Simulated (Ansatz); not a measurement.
Cu (beta tin type) under strong compression

```
CELL_PARAMETERS angstrom
-2.32164 2.32164 1.22338
2.32164 -2.32164 1.22338
2.32164 2.32164 -1.22338
ATOMIC_POSITIONS crystal
Cu 0.62500 0.87500 0.75000
Cu 0.37500 0.12500 0.25000
```

The cell comes from a relaxation on PAW files under the same functional, begun from a prototype that needn't be the stable phase.

Its volume is scaled, and at each volume shape and atoms are relaxed on PAW files; all methods then take that cell.

Computed with Ansatz 0.2.0; functional PBE, scalar-relativistic. Settings: a Γ-centred 17×17×17 k mesh, Fermi–Dirac smearing of 0.05 eV, no spin polarisation. Methods: LAPW: all electrons, basis error target 1 meV/atom; PAW: frozen-core files, cutoff 420 eV; crystal datasets: all electrons, by PAW datasets that the program makes for each cell; norm-conserving: pseudopotentials, cutoff 1252 eV; PAW (partial waves polarizable): frozen-core files, cutoff 420 eV.

Energies are extrapolated to zero smearing and count from the unscaled cell; pressure is positive in compression; gaps take the mesh and a band path. No temperature or zero-point motion is included.

| V/V0 | V (Å³/atom) | P LAPW (GPa) | ΔE LAPW (eV/atom) | P PAW − LAPW (GPa) | ΔE PAW − LAPW (meV/atom) | space group | shortest distance (Å) |
| --- | --- | --- | --- | --- | --- | --- | --- |
| 1.00 | 13.19 | 0.01 | 0.000 | -0.01 | 0.0 | I4_1/amd | 2.401 |
| 0.92 | 12.13 | 11.75 | 0.036 | -0.07 | -0.2 | I4_1/amd | 2.333 |
| 0.84 | 11.08 | 30.8 | 0.171 | -0.15 | -0.9 | I4_1/amd | 2.262 |
| 0.76 | 10.02 | 62.1 | 0.468 | -0.23 | -2.1 | I4_1/amd | 2.186 |
| 0.68 | 8.97 | 114.7 | 1.034 | -0.30 | -3.9 | I4_1/amd | 2.106 |
| 0.60 | 7.91 | 205.9 | 2.061 | -0.35 | -5.9 | I4_1/amd | 2.019 |
| 0.52 | 6.86 | ? | ? | ? | ? | ? | ? |
| 0.45 | 5.93 | 639.7 | 6.742 | -3.54 | -18.1 | I4_1/amd | 1.832 |

Problem. Fit the Vinet equation to the LAPW pressures shown (residuals weighted by 1/(|P| + 0.03·Pmax)), and predict the pressure of the withheld row.

Solution. The fit gives V0 = 13.20 Å³/atom, B0 = 108 GPa and B0′ = 5.53. At 6.86 Å³/atom, x = (V/V0)^(1/3) = 0.8038, and P = 3·B0·(1 − x)/x²·exp[1.5·(B0′ − 1)·(1 − x)] = 373.6 GPa. The run itself gave 371.7 GPa (+0.5 % off) and ΔE = 3.906 eV/atom.

Problem. At the smallest volume, how far do crystal datasets and norm-conserving and PAW (partial waves polarizable) lie from LAPW in pressure?

Solution. crystal datasets: 0.00 GPa; norm-conserving: +0.07 GPa; PAW (partial waves polarizable): -3.61 GPa, on a LAPW pressure of 639.7 GPa.

Problem. How do the Löwdin populations by LAPW change from the unscaled cell to the last row?

Solution. Cu 3s 1.99 → 1.96 electrons an atom. These are projections on the shells that the free atoms fill; 0.30 e a cell lies outside them at the start and 0.33 e at the end.
